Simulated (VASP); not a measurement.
Si: single point with PBEsol

The system is Si.

```xyz
2
Lattice="0.0000 2.6532 2.6532 2.6532 0.0000 2.6532 2.6532 2.6532 0.0000" Properties=species:S:1:pos:R:3 pbc="T T T"
Si    3.9798    3.9798    3.9798
Si    2.6532    2.6532    2.6532
```

- Program: VASP 6.6.1
- Task: single point
- Functional: PBEsol
- Potentials or basis: VASP PAW PBE potentials, release 64 (Si)
- Cutoff: 520 eV
- k mesh: 12 × 12 × 12
- Occupations: gaussian, width 0.01 eV
- Spin: no spin polarisation
- Dipole correction: no
- Further INCAR settings: ALGO = Normal; EDIFF = 1e-06; NBANDS = 11

```json
{
 "Pressure": "7.9 GPa",
 "Band gap on the k mesh": "0.32 eV, indirect (least direct gap 2.54 eV)"
}
```

Levels at points of the mesh, in eV from the valence-band top:
```csv
k point,band 1,band 2,band 3,band 4,band 5,band 6,band 7,band 8,band 9
"(0.00, 0.00, 0.00)",-12.48,0.00,0.00,0.00,2.54,2.54,2.54,4.14,7.72
"(0.50, 0.00, 0.00)",-9.95,-7.36,-1.26,-1.26,1.71,3.23,3.23,7.60,10.69
"(0.50, 0.50, 0.00)",-8.07,-8.07,-3.06,-3.06,0.44,0.44,10.67,10.67,11.16
```

Wall time 26 s on 1 thread of Intel(R) Xeon(R) Platinum 8488C (Sapphire Rapids), with other jobs on the host, peak memory 0.15 GiB.

Caveat: the PAW data sets were made with another functional, which shifts forces and pressure a little. A k mesh can miss the band edges.
